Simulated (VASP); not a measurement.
# SnSe (Fm-3m) in VASP: a series of runs

The runs below take SnSe through single point, with r2SCAN.

Program: VASP 6.6.1. These are calculated values, not measurements. Logs are shortened: lines on timing, memory, paths and dates and some standing lists are left out, and cuts for length are marked.

**1. The structure**

The structure is cubic, space group Fm-3m (No. 225). The conventional cell has a = 6.020 Å, b = 6.020 Å, c = 6.020 Å, α = 90.00°, β = 90.00°, γ = 90.00°. Sn (site symmetry m-3m) is surrounded by 6 Se at 3.01 Å. Around Se (site symmetry m-3m) lie 6 Sn at 3.01 Å.

Measurements of this composition are mostly on another form, of space group No. 62.

**2. Single point, r2SCAN**

INCAR

```
SYSTEM = SnSe
  ADDGRID = .FALSE.
  ALGO = Normal
  EDIFF = 1E-4
  ENCUT = 400
  ISIF = 2
  ISMEAR = 0
  LASPH = .TRUE.
  LCHARG = .FALSE.
  LMIXTAU = .TRUE.
  LREAL = .FALSE.
  LWAVE = .FALSE.
  METAGGA = R2SCAN
  NBANDS = 17
  NELM = 100
  PREC = Accurate
  SIGMA = 0.05
```

KPOINTS

```
k-points
0
G
  6 6 6
  0 0 0
```

POSCAR

```
SnSe
1.0
    0.0000000000      3.0100000000      3.0100000000
    3.0100000000      0.0000000000      3.0100000000
    3.0100000000      3.0100000000      0.0000000000
Sn Se
1 1
Direct
    0.0000000000      0.0000000000      0.0000000000
    0.5000000000      0.5000000000      0.5000000000
```

Potentials or basis: VASP PAW PBE potentials, release 64 (Sn_d, Se).

The run is started by

```bash
$ cat potpaw_PBE.64/Sn_d/POTCAR potpaw_PBE.64/Se/POTCAR > POTCAR
$ mpirun -np 1 vasp_std > vasp.out
```

OUTCAR:

```text
SYSTEM = SnSe
   EDIFF = 1E-4
   ENCUT = 400
   ISIF = 2
   ISMEAR = 0
   LASPH = .TRUE.
   LREAL = .FALSE.
   METAGGA = R2SCAN
   NELM = 100
   PREC = Accurate

 Found     16 irreducible k-points:

 Following reciprocal coordinates:
            Coordinates               Weight
  0.000000  0.000000  0.000000      1.000000
  0.166667  0.000000  0.000000      8.000000
  0.333333  0.000000  0.000000      8.000000
  0.500000  0.000000  0.000000      4.000000
  0.166667  0.166667  0.000000      6.000000
  0.333333  0.166667  0.000000     24.000000
   k-points           NKPTS =     16   k-points in BZ     NKDIM =     16   number of bands    NBANDS=     17
   number of dos      NEDOS =    301   number of ions     NIONS =      2
   total plane-waves  NPLWV =  21952
   dimension x,y,z NGX =    28 NGY =   28 NGZ =   28
   dimension x,y,z NGXF=    56 NGYF=   56 NGZF=   56
   ions per type =               1   1
   NGX,Y,Z   is equivalent  to a cutoff of  10.94, 10.94, 10.94 a.u.
   NGXF,Y,Z  is equivalent  to a cutoff of  21.87, 21.87, 21.87 a.u.
 SYSTEM =  SnSe
   PREC   = accura    normal or accurate (medium, high low for compatibility)
   ISTART =      0    job   : 0-new  1-cont  2-samecut
   ICHARG =      2    charge: 1-file 2-atom 10-const
   ISPIN  =      1    spin polarized calculation?
   LNONCOLLINEAR =      F non collinear calculations
   LSORBIT =      F    spin-orbit coupling
   LASPH  =      T    aspherical Exc in radial PAW
   ENCUT  =  400.0 eV  29.40 Ry    5.42 a.u.   6.94  6.94  6.94*2*pi/ulx,y,z
   NELM   =    100;   NELMIN=  2; NELMDL= -5     # of ELM steps
   EDIFF  = 0.1E-03   stopping-criterion for ELM
   LREAL  =      F    real-space projection
   EDIFFG = 0.1E-02   stopping-criterion for IOM
   NSW    =      0    number of steps for IOM
   IBRION =     -1    ionic relax: 0-MD 1-quasi-New 2-CG
   NFREE  =      0    steps in history (QN), initial steepest desc. (CG)
   ISIF   =      2    stress and relaxation
   ISYM   =      2    0-nonsym 1-usesym 2-fastsym
   POTIM  = 0.5000    time-step for ionic-motion
   TEBEG  =    0.0;   TEEND  =   0.0 temperature during run
   PSTRESS=    0.0 pullay stress
   NELECT =      20.0000    total number of electrons
   NUPDOWN=      -1.0000    fix difference up-down
   EMIN   =  10.00;   EMAX   =-10.00  energy-range for DOS
   EFERMI =   0.00;   METHOD = LEGACY
   ISMEAR =     0;   SIGMA  =   0.05  broadening in eV -4-tet -1-fermi 0-gaus
   EFERMI_NEDOS =   21; number of points for ismear=-14 and -15
   IALGO  =     38    algorithm
   IMIX   =      4    mixing-type and parameters
     AMIX     =   0.40;   BMIX     =  1.00
     AMIX_MAG =   1.60;   BMIX_MAG =  1.00
  volume/ion in A,a.u.               =      27.27       184.03
  Fermi-wavevector in a.u.,A,eV,Ry     =   1.171768  2.214321 18.681350  1.373040
  Thomas-Fermi vector in A             =   2.308207
   LORBIT       =      0    0 simple, 1 ext, 2 COOP (PROOUT), +10 PAW based schemes
   METAGGA = R2SCAN    functional components
   LHFCALC =     F    Hartree Fock is set to
   AEXX    =    0.0000 exact exchange contribution
   IVDW    =     0    specifies the selected vdW correction
   LEPSILON=     F    determine dielectric tensor
   LRPA    =     F    only Hartree local field effects (RPA)
 non-spin polarized calculation
 Gauss-broadening in eV      SIGMA  =   0.05
  energy-cutoff  :      400.00
  volume of cell :       54.54
 maximum number of plane-waves:      1002
   NGX = 13   NGY = 13   NGZ = 13

 number of electron      19.9999997 magnetization

 Free energy of the ion-electron system (eV)
  ---------------------------------------------------
  ext. energy  EPLUGINS =         0.00000000
  ---------------------------------------------------
  free energy    TOTEN  =       -39.88849162 eV

  energy without entropy =      -39.88849162  energy(sigma->0) =      -39.88849162

 E-fermi :   5.9139     XC(G=0): -10.1971

 val. band max:        5.7011134976   @ k =   0.5000   0.0000   0.0000
 cond. band min:       6.1545702823   @ k =   0.5000   0.0000   0.0000
 fundamental gap:      0.4534567847
 Fermi energy:         5.9138791300

 k-point     1 :       0.0000    0.0000    0.0000
  band No.  band energies     occupation
      1     -16.8486      2.00000
      2     -16.8486      2.00000
      3     -16.8457      2.00000
      4     -16.8457      2.00000
      5     -16.8457      2.00000
      6      -9.0332      2.00000
[... 9 lines left out ...]
     16      11.7446      0.00000
     17      14.0163      0.00000

 k-point     2 :       0.1667    0.0000    0.0000
  band No.  band energies     occupation
      1     -16.8505      2.00000
      2     -16.8505      2.00000
      3     -16.8451      2.00000
      4     -16.8428      2.00000
      5     -16.8428      2.00000
      6      -8.8347      2.00000
[... 9 lines left out ...]
     16      12.3907      0.00000
     17      15.7822      0.00000

 k-point     3 :       0.3333    0.0000    0.0000
  band No.  band energies     occupation
      1     -16.8550      2.00000
      2     -16.8549      2.00000
      3     -16.8438      2.00000
      4     -16.8363      2.00000
      5     -16.8362      2.00000
      6      -8.3603      2.00000
[... 9 lines left out ...]
     16      14.0812      0.00000
     17      17.9776      0.00000

 k-point     4 :       0.5000    0.0000    0.0000
  band No.  band energies     occupation
      1     -16.8571      2.00000
      2     -16.8571      2.00000
      3     -16.8431      2.00000
      4     -16.8330      2.00000
      5     -16.8329      2.00000
      6      -8.0625      2.00000
[... 9 lines left out ...]
     16      16.1953      0.00000
     17      16.1953      0.00000

 k-point     5 :       0.1667    0.1667    0.0000
  band No.  band energies     occupation
      1     -16.8546      2.00000
      2     -16.8474      2.00000
      3     -16.8467      2.00000
      4     -16.8414      2.00000
      5     -16.8413      2.00000
      6      -8.7680      2.00000
[... 9 lines left out ...]
     16      13.4810      0.00000
     17      14.3845      0.00000

 k-point     6 :       0.3333    0.1667    0.0000
  band No.  band energies     occupation
      1     -16.8605      2.00000
      2     -16.8485      2.00000
      3     -16.8466      2.00000
      4     -16.8373      2.00000
      5     -16.8352      2.00000
      6      -8.3812      2.00000
[... 9 lines left out ...]
     16      15.0042      0.00000
     17      16.5948      0.00000

 [... further k-points ...]

------------------------ aborting loop because EDIFF is reached ----------------------------------------

  FORCE on cell =-STRESS in cart. coord.  units (eV):
  Direction    XX          YY          ZZ          XY          YZ          ZX
  --------------------------------------------------------------------------------------
  -------------------------------------------------------------------------------------
  Total       -0.1607352     -0.1607352     -0.1607352      0.0000000      0.0000000     -0.0000000
  in kB       -4.7216310     -4.7216310     -4.7216310      0.0000000      0.0000000     -0.0000000
  external PRESSURE =      -4.7216310 kB  Pullay stress =       0.0000000 kB

 VOLUME and BASIS-vectors are now :
 -----------------------------------------------------------------------------
  energy-cutoff  :      400.00
  volume of cell :       54.54
      direct lattice vectors                 reciprocal lattice vectors
     0.000000000  3.010000000  3.010000000    -0.166112957  0.166112957  0.166112957
     3.010000000  0.000000000  3.010000000     0.166112957 -0.166112957  0.166112957
     3.010000000  3.010000000  0.000000000     0.166112957  0.166112957 -0.166112957

 POSITION                                       TOTAL-FORCE (eV/Angst)
 -----------------------------------------------------------------------------------
      0.00000      0.00000      0.00000        -0.000000      0.000000     -0.000000
      3.01000      3.01000      3.01000         0.000000     -0.000000      0.000000
 -----------------------------------------------------------------------------------
    total drift:                               -0.000000      0.000000      0.000000

  FREE ENERGIE OF THE ION-ELECTRON SYSTEM (eV)
  ---------------------------------------------------
  free  energy   TOTEN  =       -39.8884916216 eV

  energy  without entropy=      -39.8884916216  energy(sigma->0) =      -39.88849162
```

It took 41 s on 1 thread of Intel Xeon Platinum 8488C (Sapphire Rapids), shared host; peak memory 0.16 GiB.

These settings aren't checked as converged: the numbers below hold their error.

Results:

```yaml
Free_energy: -39.8885 eV
Pressure: -0.5 GPa
Band_gap_on_the_k_mesh: 0.45 eV, direct
```

Caveat: the PAW data sets were made with another functional, which shifts forces and pressure a little; spin-orbit coupling is left out, which moves the levels of the heavy elements.

**3. Single point, r2SCAN**

Edit INCAR of step 2 so:

```diff
@@ -3,3 +3,3 @@
   ALGO = Normal
-  EDIFF = 1E-4
+  EDIFF = 1E-5
   ENCUT = 400
```

KPOINTS is that of step 2.

POSCAR is that of step 2.

Potentials or basis: VASP PAW PBE potentials, release 64 (Sn_d, Se).

The run is started by

```bash
$ cat potpaw_PBE.64/Sn_d/POTCAR potpaw_PBE.64/Se/POTCAR > POTCAR
$ mpirun -np 1 vasp_std > vasp.out
```

Wall time 42 s (1 thread of Intel Xeon Platinum 8488C (Sapphire Rapids), shared host); peak memory 0.16 GiB.

The run converged, but some of its settings lie outside the range that counts as converged, so its numbers aren't taken as properties of the crystal.

Results:

```
Free energy            : -39.8885 eV
Pressure               : -0.5 GPa
Band gap on the k mesh : 0.45 eV, direct
```

Caveat: the PAW data sets were made with another functional, which shifts forces and pressure a little; spin-orbit coupling is left out, which moves the levels of the heavy elements.

**4. Single point, r2SCAN**

Edit INCAR of step 3 so:

```diff
@@ -3,3 +3,3 @@
   ALGO = Normal
-  EDIFF = 1E-5
+  EDIFF = 1E-6
   ENCUT = 400
```

KPOINTS is that of step 3.

POSCAR is that of step 3.

The run is started by

```bash
$ cat potpaw_PBE.64/Sn_d/POTCAR potpaw_PBE.64/Se/POTCAR > POTCAR
$ mpirun -np 1 vasp_std > vasp.out
```

Run time: 42 s. Hardware: 1 thread of Intel Xeon Platinum 8488C (Sapphire Rapids), shared host; peak memory 0.16 GiB.

These settings aren't checked as converged: the numbers below hold their error.

Results:

* Free energy: -39.8885 eV
* Pressure: -0.5 GPa
* Band gap on the k mesh: 0.45 eV, direct

Caveat: the PAW data sets were made with another functional, which shifts forces and pressure a little; spin-orbit coupling is left out, which moves the levels of the heavy elements.

**5. Single point, r2SCAN**

Edit INCAR of step 4 so:

```diff
@@ -1,5 +1,5 @@
 SYSTEM = SnSe
-  ADDGRID = .FALSE.
+  ADDGRID = .TRUE.
   ALGO = Normal
-  EDIFF = 1E-6
+  EDIFF = 1E-7
   ENCUT = 400
```

KPOINTS is that of step 4.

POSCAR is that of step 4.

Potentials or basis: VASP PAW PBE potentials, release 64 (Sn_d, Se).

The run is started by

```bash
$ cat potpaw_PBE.64/Sn_d/POTCAR potpaw_PBE.64/Se/POTCAR > POTCAR
$ mpirun -np 1 vasp_std > vasp.out
```

OUTCAR:

```text
SYSTEM = SnSe
   EDIFF = 1E-7
   ENCUT = 400
   ISIF = 2
   ISMEAR = 0
   LASPH = .TRUE.
   LREAL = .FALSE.
   METAGGA = R2SCAN
   NELM = 100
   PREC = Accurate

 Found     16 irreducible k-points:

 Following reciprocal coordinates:
            Coordinates               Weight
  0.000000  0.000000  0.000000      1.000000
  0.166667  0.000000  0.000000      8.000000
  0.333333  0.000000  0.000000      8.000000
  0.500000  0.000000  0.000000      4.000000
  0.166667  0.166667  0.000000      6.000000
  0.333333  0.166667  0.000000     24.000000
   k-points           NKPTS =     16   k-points in BZ     NKDIM =     16   number of bands    NBANDS=     17
   number of dos      NEDOS =    301   number of ions     NIONS =      2
   total plane-waves  NPLWV =  21952
   dimension x,y,z NGX =    28 NGY =   28 NGZ =   28
   dimension x,y,z NGXF=    56 NGYF=   56 NGZF=   56
   ions per type =               1   1
   NGX,Y,Z   is equivalent  to a cutoff of  10.94, 10.94, 10.94 a.u.
   NGXF,Y,Z  is equivalent  to a cutoff of  21.87, 21.87, 21.87 a.u.
 SYSTEM =  SnSe
   PREC   = accura    normal or accurate (medium, high low for compatibility)
   ISTART =      0    job   : 0-new  1-cont  2-samecut
   ICHARG =      2    charge: 1-file 2-atom 10-const
   ISPIN  =      1    spin polarized calculation?
   LNONCOLLINEAR =      F non collinear calculations
   LSORBIT =      F    spin-orbit coupling
   LASPH  =      T    aspherical Exc in radial PAW
   ENCUT  =  400.0 eV  29.40 Ry    5.42 a.u.   6.94  6.94  6.94*2*pi/ulx,y,z
   NELM   =    100;   NELMIN=  2; NELMDL= -5     # of ELM steps
   EDIFF  = 0.1E-06   stopping-criterion for ELM
   LREAL  =      F    real-space projection
   EDIFFG = 0.1E-05   stopping-criterion for IOM
   NSW    =      0    number of steps for IOM
   IBRION =     -1    ionic relax: 0-MD 1-quasi-New 2-CG
   NFREE  =      0    steps in history (QN), initial steepest desc. (CG)
   ISIF   =      2    stress and relaxation
   ISYM   =      2    0-nonsym 1-usesym 2-fastsym
   POTIM  = 0.5000    time-step for ionic-motion
   TEBEG  =    0.0;   TEEND  =   0.0 temperature during run
   PSTRESS=    0.0 pullay stress
   NELECT =      20.0000    total number of electrons
   NUPDOWN=      -1.0000    fix difference up-down
   EMIN   =  10.00;   EMAX   =-10.00  energy-range for DOS
   EFERMI =   0.00;   METHOD = LEGACY
   ISMEAR =     0;   SIGMA  =   0.05  broadening in eV -4-tet -1-fermi 0-gaus
   EFERMI_NEDOS =   21; number of points for ismear=-14 and -15
   IALGO  =     38    algorithm
   IMIX   =      4    mixing-type and parameters
     AMIX     =   0.40;   BMIX     =  1.00
     AMIX_MAG =   1.60;   BMIX_MAG =  1.00
  volume/ion in A,a.u.               =      27.27       184.03
  Fermi-wavevector in a.u.,A,eV,Ry     =   1.171768  2.214321 18.681350  1.373040
  Thomas-Fermi vector in A             =   2.308207
   LORBIT       =      0    0 simple, 1 ext, 2 COOP (PROOUT), +10 PAW based schemes
   METAGGA = R2SCAN    functional components
   LHFCALC =     F    Hartree Fock is set to
   AEXX    =    0.0000 exact exchange contribution
   IVDW    =     0    specifies the selected vdW correction
   LEPSILON=     F    determine dielectric tensor
   LRPA    =     F    only Hartree local field effects (RPA)
 non-spin polarized calculation
 Gauss-broadening in eV      SIGMA  =   0.05
  energy-cutoff  :      400.00
  volume of cell :       54.54
 maximum number of plane-waves:      1002
   NGX = 13   NGY = 13   NGZ = 13

 number of electron      20.0000001 magnetization

 Free energy of the ion-electron system (eV)
  ---------------------------------------------------
  ext. energy  EPLUGINS =         0.00000000
  ---------------------------------------------------
  free energy    TOTEN  =       -39.88854936 eV

  energy without entropy =      -39.88854936  energy(sigma->0) =      -39.88854936

 E-fermi :   5.9139     XC(G=0): -10.1968

 val. band max:        5.7013173140   @ k =   0.5000   0.0000   0.0000
 cond. band min:       6.1548355757   @ k =   0.5000   0.0000   0.0000
 fundamental gap:      0.4535182617
 Fermi energy:         5.9138887238

 k-point     1 :       0.0000    0.0000    0.0000
  band No.  band energies     occupation
      1     -16.8488      2.00000
      2     -16.8488      2.00000
      3     -16.8460      2.00000
      4     -16.8460      2.00000
      5     -16.8459      2.00000
      6      -9.0327      2.00000
[... 9 lines left out ...]
     16      11.7447      0.00000
     17      14.0162      0.00000
[... 81 lines left out ...]
 k-point     6 :       0.3333    0.1667    0.0000
  band No.  band energies     occupation
      1     -16.8607      2.00000
      2     -16.8487      2.00000
      3     -16.8468      2.00000
      4     -16.8375      2.00000
      5     -16.8354      2.00000
      6      -8.3808      2.00000
[... 9 lines left out ...]
     16      15.0043      0.00000
     17      16.5948      0.00000

 [... further k-points ...]

------------------------ aborting loop because EDIFF is reached ----------------------------------------

  FORCE on cell =-STRESS in cart. coord.  units (eV):
  Direction    XX          YY          ZZ          XY          YZ          ZX
  --------------------------------------------------------------------------------------
  -------------------------------------------------------------------------------------
  Total       -0.1605097     -0.1605097     -0.1605097      0.0000000      0.0000000     -0.0000000
  in kB       -4.7150086     -4.7150086     -4.7150086      0.0000000      0.0000000     -0.0000000
  external PRESSURE =      -4.7150086 kB  Pullay stress =       0.0000000 kB

 VOLUME and BASIS-vectors are now :
 -----------------------------------------------------------------------------
  energy-cutoff  :      400.00
  volume of cell :       54.54
      direct lattice vectors                 reciprocal lattice vectors
     0.000000000  3.010000000  3.010000000    -0.166112957  0.166112957  0.166112957
     3.010000000  0.000000000  3.010000000     0.166112957 -0.166112957  0.166112957
     3.010000000  3.010000000  0.000000000     0.166112957  0.166112957 -0.166112957

 POSITION                                       TOTAL-FORCE (eV/Angst)
 -----------------------------------------------------------------------------------
      0.00000      0.00000      0.00000        -0.000000     -0.000000     -0.000000
      3.01000      3.01000      3.01000         0.000000      0.000000      0.000000
 -----------------------------------------------------------------------------------
    total drift:                               -0.000000      0.000000      0.000000

  FREE ENERGIE OF THE ION-ELECTRON SYSTEM (eV)
  ---------------------------------------------------
  free  energy   TOTEN  =       -39.8885493606 eV

  energy  without entropy=      -39.8885493606  energy(sigma->0) =      -39.88854936
```

OSZICAR:

```text
N       E                     dE             d eps       ncg     rms          rms(c)
DAV:   1     0.942566933075E+02    0.94257E+02   -0.87579E+03   552   0.125E+03
DAV:   2    -0.312840680085E+02   -0.12554E+03   -0.12183E+03   584   0.328E+02
DAV:   3    -0.430664131128E+02   -0.11782E+02   -0.11720E+02   678   0.929E+01
[... 15 lines left out ...]
DAV:  19    -0.398885501743E+02   -0.10527E-05   -0.12083E-07   496   0.269E-03    0.442E-04
DAV:  20    -0.398885491126E+02    0.10616E-05   -0.39495E-08   331   0.210E-03    0.372E-04
DAV:  21    -0.398885495010E+02   -0.38840E-06   -0.17170E-08   304   0.130E-03    0.363E-04
DAV:  22    -0.398885493234E+02    0.17763E-06   -0.37355E-09   288   0.688E-04    0.330E-04
DAV:  23    -0.398885493606E+02   -0.37248E-07   -0.58635E-10   276   0.276E-04
   1 F= -.39888549E+02 E0= -.39888549E+02  d E =-.742680E-11
```

Run time: 56 s. Hardware: 1 thread of Intel Xeon Platinum 8488C (Sapphire Rapids), shared host; peak memory 0.23 GiB.

These settings aren't checked as converged: the numbers below hold their error.

What came out:

| Quantity | Value |
| --- | --- |
| Free energy | -39.8885 eV |
| Pressure | -0.5 GPa |
| Band gap on the k mesh | 0.45 eV, direct |

Caveat: the PAW data sets were made with another functional, which shifts forces and pressure a little; spin-orbit coupling is left out, which moves the levels of the heavy elements.
